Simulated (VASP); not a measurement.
# InP (F-43m) in VASP: Born charges and dielectric tensor with PBE

Aim: the Born charges and dielectric tensor of InP with PBE.

Program: VASP 6.6.1. These are calculated values, not measurements. Logs are shortened: lines on timing, memory, paths and dates and some standing lists are left out, and cuts for length are marked.

**Experimental background.**

A printed reference work, data compilation reports, for a bulk crystal of InP at 1.6 K: band gap 1.4236 eV (direct).

From a printed reference work, textbook, for a bulk crystal of InP at 300 K: high-frequency dielectric constant 9.61.

The results are compared with them further down.

**1. Starting point**

Symmetry: F-43m, No. 216, cubic system. Conventional cell: a = 5.959 Å, b = 5.959 Å, c = 5.959 Å, α = 90.00°, β = 90.00°, γ = 90.00°. In (site symmetry -43m) has 4 P at 2.58 Å as nearest neighbours. P (site symmetry -43m) has 4 In at 2.58 Å as nearest neighbours.

The cell is a database's computed one.

**2. Born charges and dielectric tensor, PBE**

Contents of INCAR:

```
SYSTEM = InP
PREC = Accurate
ENCUT = 600
EDIFF = 1E-8
ISMEAR = 0
SIGMA = 0.02
LREAL = .False.
LASPH = .True.
NELM = 60
ALGO = Normal
ISIF = 2
LWAVE = .False.
LCHARG = .False.
GGA = PE
LEPSILON = .True.
IBRION = 8
NSW = 1
```

Contents of KPOINTS:

```
Automatic mesh
0
Gamma
  10 10 10
  0 0 0
```

Contents of POSCAR:

```
InP
1.0
    0.0000000000      2.9793100000      2.9793100000
    2.9793100000      0.0000000000      2.9793100000
    2.9793100000      2.9793100000      0.0000000000
In P
1 1
Direct
    0.0000000000      0.0000000000      0.0000000000
    0.7500000000      0.7500000000      0.7500000000
```

Potentials or basis: VASP PAW PBE potentials, release 64 (In_d, P).

Run with:

```
$ cat potpaw_PBE.64/In_d/POTCAR potpaw_PBE.64/P/POTCAR > POTCAR
$ mpirun -np 1 vasp_std > vasp.out
```

OUTCAR:

```text
SYSTEM = InP
   PREC = Accurate
   ENCUT = 600
   EDIFF = 1E-8
   ISMEAR = 0
   LREAL = .False.
   LASPH = .True.
   NELM = 60
   ISIF = 2
   GGA = PE
   LEPSILON = .True.
   IBRION = 8
   NSW = 1

 ion  position               nearest neighbor table
   1  0.000  0.000  0.000-   2 2.58   2 2.58   2 2.58   2 2.58
   2  0.750  0.750  0.750-   1 2.58   1 2.58   1 2.58   1 2.58

  LATTYP: Found a face centered cubic cell.
 ALAT       =     5.9586200000

  Lattice vectors:

 A1 = (   0.0000000000,   2.9793100000,   2.9793100000)
 A2 = (   2.9793100000,   0.0000000000,   2.9793100000)
 A3 = (   2.9793100000,   2.9793100000,   0.0000000000)

Analysis of symmetry for initial positions (statically):
=====================================================================
 Subroutine PRICEL returns:
 Original cell was already a primitive cell.

 Routine SETGRP: Setting up the symmetry group for a
 face centered cubic supercell.

 Subroutine GETGRP returns: Found 24 space group operations
 (whereof 24 operations were pure point group operations)
 out of a pool of 48 trial point group operations.

The static configuration has the point symmetry T_d .

Analysis of symmetry for dynamics (positions and initial velocities):
=====================================================================
 Subroutine PRICEL returns:
 Original cell was already a primitive cell.

 Routine SETGRP: Setting up the symmetry group for a
 face centered cubic supercell.

 Subroutine GETGRP returns: Found 24 space group operations
 (whereof 24 operations were pure point group operations)
 out of a pool of 48 trial point group operations.

The dynamic configuration has the point symmetry T_d .

 Subroutine INISYM returns: Found 24 space group operations
 (whereof 24 operations are pure point group operations),
 and found     1 'primitive' translations

----------------------------------------------------------------------------------------

                                     Primitive cell

  volume of cell :      52.8904

  direct lattice vectors                    reciprocal lattice vectors
     0.000000000  2.979310000  2.979310000    -0.167824093  0.167824093  0.167824093
     2.979310000  0.000000000  2.979310000     0.167824093 -0.167824093  0.167824093
     2.979310000  2.979310000  0.000000000     0.167824093  0.167824093 -0.167824093

  length of vectors
     4.213380609  4.213380609  4.213380609     0.290679857  0.290679857  0.290679857

  position of ions in fractional coordinates (direct lattice)
     0.000000000  0.000000000  0.000000000
     0.750000000  0.750000000  0.750000000

  ion indices of the primitive-cell ions
   primitive index   ion index
                 1           1
                 2           2

----------------------------------------------------------------------------------------

 KPOINTS: Automatic mesh

Automatic generation of k-mesh.
 Grid dimensions read from file:
 generate k-points for:   10   10   10

 Generating k-lattice:

[... 533 lines left out ...]

 Free energy of the ion-electron system (eV)
  ---------------------------------------------------
  ---------------------------------------------------
  free energy    TOTEN  =        -2.72754039 eV

  energy without entropy =       -2.72754039

------------------------ aborting loop because EDIFF is reached ----------------------------------------

--------------------------------------- Ionic step        2  -------------------------------------------

------------------------ aborting loop because EDIFF is reached ----------------------------------------

--------------------------------------- Ionic step        3  -------------------------------------------

------------------------ aborting loop because EDIFF is reached ----------------------------------------

 PIEZOELECTRIC TENSOR FIELD DIRECTION 3  (e Angst)
 -----------------------------------------------------------------------------
    -0.00048  2.97911  0.00000           (  0.00000  0.02988  0.00000)
     2.97911 -0.00048  0.00000           (  0.02988  0.00000  0.00000)
     0.00000  0.00000 -0.00150           (  0.00000  0.00000 -0.00000)

 PIEZOELECTRIC TENSOR FIELD DIRECTION 3  (C/m^2)
 -----------------------------------------------------------------------------
    -0.00015  0.90244  0.00000
     0.90244 -0.00015  0.00000
     0.00000  0.00000 -0.00046

--------------------------------------- Ionic step        4  -------------------------------------------

------------------------ aborting loop because EDIFF is reached ----------------------------------------

[... ionic steps 5 to 6 ...]

--------------------------------------- Ionic step        7  -------------------------------------------

 Free energy of the ion-electron system (eV)
  ---------------------------------------------------
  ---------------------------------------------------
  free energy    TOTEN  =        -0.04927505 eV

  energy without entropy =       -0.04927505

------------------------ aborting loop because EDIFF is reached ----------------------------------------

 INTERNAL STRAIN TENSOR  FOR ION    2  DIRECTION 1   (eV/Angst):
 -----------------------------------------------------------------------------
    -0.00730  0.00000  0.00000
     0.00000  0.00510  6.52866
     0.00000  6.52866  0.00510

 MACROSCOPIC STATIC DIELECTRIC TENSOR (including local field effects in DFT)
 ------------------------------------------------------
          18.648603     0.000000     0.000000
           0.000000    18.648603     0.000000
           0.000000     0.000000    18.648603
 ------------------------------------------------------

 PIEZOELECTRIC TENSOR (including local field effects)  for field in x, y, z        (e  Angst)
          XX          YY          ZZ          XY          YZ          ZX
  --------------------------------------------------------------------------------
  x     0.00000    -0.00000    -0.00000     0.00000     2.98553     0.00000
  y     0.00000     0.00000     0.00000    -0.00000     0.00000     2.98553
  z    -0.00000    -0.00000     0.00000     2.98553    -0.00000     0.00000

 PIEZOELECTRIC TENSOR (including local field effects)  for field in x, y, z        (C/m^2)
          XX          YY          ZZ          XY          YZ          ZX
  --------------------------------------------------------------------------------
  x     0.00000    -0.00000    -0.00000     0.00000     0.90439     0.00000
  y     0.00000     0.00000     0.00000    -0.00000     0.00000     0.90439
  z    -0.00000    -0.00000     0.00000     0.90439    -0.00000     0.00000

 BORN EFFECTIVE CHARGES (including local field effects) (in |e|, cummulative output)
 ---------------------------------------------------------------------------------
 ion    1
    1     2.69119     0.00000     0.00000
    2    -0.00000     2.69119     0.00000
    3    -0.00000    -0.00000     2.69119
 ion    2
    1    -2.69119     0.00000     0.00000
    2     0.00000    -2.69119     0.00000
    3     0.00000     0.00000    -2.69119

 INTERNAL STRAIN TENSOR FOR ION    2 for displacements in x,y,z  (eV/Angst):
          X           Y           Z          XY          YZ          ZX
  --------------------------------------------------------------------------------
  x    -0.00000     0.00000     0.00000     0.00000     6.52866     0.00000
  y    -0.00000    -0.00000    -0.00000     0.00000     0.00000     6.52866
  z     0.00000     0.00000    -0.00000     6.52866     0.00000     0.00000

 SECOND DERIVATIVES (NOT SYMMETRIZED)
 ------------------------------------
               1X          1Y          1Z          2X          2Y          2Z
  1X    -7.197940    0.000000    0.000000    7.197940    0.000000    0.000000
  1Y     0.000000   -7.197940    0.000000    0.000000    7.197940    0.000000
  1Z     0.000000    0.000000   -7.197940    0.000000    0.000000    7.197940
  2X     7.190829    0.000000    0.000000   -7.190829    0.000000    0.000000
  2Y     0.000000    7.190829    0.000000    0.000000   -7.190829    0.000000
  2Z     0.000000    0.000000    7.190829    0.000000    0.000000   -7.190829

 Eigenvectors and eigenvalues of the dynamical matrix
 ----------------------------------------------------

   1 f  =    8.488838 THz    53.336941 2PiTHz  283.157150 cm-1    35.106996 meV
             X         Y         Z           dx          dy          dz
      0.000000  0.000000  0.000000     0.000000   -0.461103   -0.000000
      4.468965  4.468965  4.468965    -0.000000    0.887347    0.000000
[... 21 lines left out ...]
   6 f/i=    0.001717 THz     0.010786 2PiTHz    0.057260 cm-1     0.007099 meV
             X         Y         Z           dx          dy          dz
      0.000000  0.000000  0.000000    -0.001869    0.174705   -0.869976
      4.468965  4.468965  4.468965    -0.000971    0.090784   -0.452077

--------------------------------------------------------------------------------------------------------

 MACROSCOPIC STATIC DIELECTRIC TENSOR IONIC CONTRIBUTION
 ------------------------------------------------------
           3.444153    -0.000000    -0.000000
          -0.000000     3.444153    -0.000000
          -0.000000    -0.000000     3.444153
 ------------------------------------------------------

 ELASTIC MODULI CONTR FROM IONIC RELAXATION (kBar)
 Direction    XX          YY          ZZ          XY          YZ          ZX
 --------------------------------------------------------------------------------
 XX          -0.0000      0.0000      0.0000     -0.0000      0.0000      0.0000
 YY           0.0000     -0.0000     -0.0000     -0.0000     -0.0000      0.0000
 ZZ           0.0000     -0.0000     -0.0000      0.0000     -0.0000      0.0000
 XY          -0.0000     -0.0000      0.0000   -176.4726      0.0000      0.0000
 YZ           0.0000     -0.0000     -0.0000      0.0000   -176.4726      0.0000
 ZX           0.0000      0.0000      0.0000      0.0000      0.0000   -176.4726
 --------------------------------------------------------------------------------

 PIEZOELECTRIC TENSOR IONIC CONTR  for field in x, y, z        (C/m^2)
          XX          YY          ZZ          XY          YZ          ZX
  --------------------------------------------------------------------------------
  x     0.00000    -0.00000    -0.00000     0.00000    -0.73359     0.00000
  y     0.00000     0.00000     0.00000     0.00000     0.00000    -0.73359
  z    -0.00000    -0.00000     0.00000    -0.73359     0.00000     0.00000
```

Run time: 10 min. Hardware: 1 thread of Intel Xeon 6975P-C (Granite Rapids), shared host; peak memory 0.51 GiB.

Results:

```
Band gap on the k mesh                                  : 0.44 eV, direct
Electronic dielectric tensor (diagonal)                 : 18.65
Born charges (mean of the diagonal)                     : In +2.69; P -2.69 e
Highest phonon frequency at Γ, LO-TO splitting left out : 283 cm⁻¹
```

Levels at points of the mesh, in eV from the valence-band top:
```csv
k point,band 7,band 8,band 9,band 10,band 11,band 12
"(0.00, 0.00, 0.00)",0.00,0.00,0.00,0.44,4.09,4.09
"(0.50, 0.00, 0.00)",-5.47,-0.90,-0.90,1.38,4.80,4.80
"(0.50, 0.50, 0.00)",-5.54,-2.16,-2.16,1.85,2.26,8.91
```

Phonon frequencies in cm⁻¹ (negative: imaginary):
```csv
q point,frequencies
"(0.000, 0.000, 0.000)",0 0 0 283 283 283
```

Electronic dielectric tensor:
```
18.65  0.00  0.00
 0.00 18.65  0.00
 0.00  0.00 18.65
```

Born effective charge tensors (e):
atom 1, In
```
2.69 0.00 0.00
0.00 2.69 0.00
0.00 0.00 2.69
```
atom 2, P
```
-2.69  0.00  0.00
 0.00 -2.69  0.00
 0.00  0.00 -2.69
```

Caveat: the gap is small at this level, which inflates the dielectric constant; spin-orbit coupling is left out, which moves the levels of the heavy elements.

**3. Against experiment**

Step 2. A measured gap of InP is 1.4236 eV (direct; 1.6 K; a printed reference work, data compilation); the calculated 0.44 eV misses it by -0.98 eV. Spin-orbit coupling on In is left out. The value is that of PBE, without temperature or zero-point motion. Semilocal functionals fall short of measured gaps as a rule. The cell is a database's relaxed one, not the measured one, which moves gaps too. A measured high-frequency dielectric constant of InP is 9.61 (300 K; a printed reference work, textbook); the calculated 18.65 misses it by +94.1 %. So large a miss can be the level of theory's own, or it may mean another phase, state or a wrong row.
